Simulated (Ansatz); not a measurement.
Wires are cut from relaxed bulk BiTe (Fm-3m, 34.37 Å³/atom, gap on the mesh 0.00 eV); atoms and period are relaxed, and energies count from that bulk.

All numbers below come from DFT PBE, scalar-relativistic, plane waves, PAW (Ansatz 0.2.0).

Cutoff 420 eV, Gaussian smearing of 0.05 eV, energies at zero smearing, symmetry of each start kept, no spin polarisation.

```
                             start atoms k mesh excess energy (eV per host atom) line energy (eV/Å) period (Å) gap on the mesh (eV)
 [110] wire, 8 host atoms a period      8  1×1×12                             0.131               0.231       4.535                  0.56
[110] wire, 12 host atoms a period     12  1×1×12                             0.155               0.428       4.354                     0
```

Spin-orbit coupling is left out, which matters for the bands of heavy elements.

Each run keeps its start's symmetry and one magnetic start, so lower states can exist.

Cost: 2 runs of about 50 core-minutes in all, on Intel Xeon Platinum 8259CL (Skylake/Cascade Lake) (shared hosts).